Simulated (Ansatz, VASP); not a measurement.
# Two plane-wave programs on WSe4

```
W Se
1.0
    -3.52223    3.52223    3.52223
     3.52223   -3.52223    3.52223
     3.52223    3.52223   -3.52223
W Se
1 4
Direct
  0.00000 0.00000 0.00000
  0.00000 0.61781 0.00000
  0.38219 0.38219 0.38219
  0.00000 0.00000 0.61781
  0.61781 0.00000 0.00000
```

Change from the starting cell: species swapped into the GeF4 type (I-43m, No. 217).

Alike in both runs: functional PBE; k mesh 8 × 8 × 8; occupations gaussian, width 0.1 eV; no spin polarisation.

Ansatz relaxed the structure, and its values are those at the end. VASP's run is a single point on that final structure, the one shown.

|  | VASP | Ansatz |
| --- | --- | --- |
| version | VASP 6.6.1 | Ansatz 0.2.0 |
| potentials or method | VASP PAW PBE potentials, release 64 (W_sv, Se) | scalar-relativistic, plane waves, PAW |
| plane-wave cutoff (eV) | 520 | 420 |
| valence electrons in the cell | 38 | 78 |

```csv
,VASP,Ansatz,Ansatz less VASP
gap on the k mesh at the Fermi level (eV),none,none,-
pressure (GPa),0.1,0.0,-0.09
rms of the force components (eV/Å),0.017,0.000,-0.0172
```

A gap of «none» marks a metal or a gap that the smearing closes. With one functional, cell and mesh, what is left measures potentials, basis and numerics. The two sets of potentials don't hold the same shells in valence.

Spin-orbit coupling is left out, which matters for the levels of W.
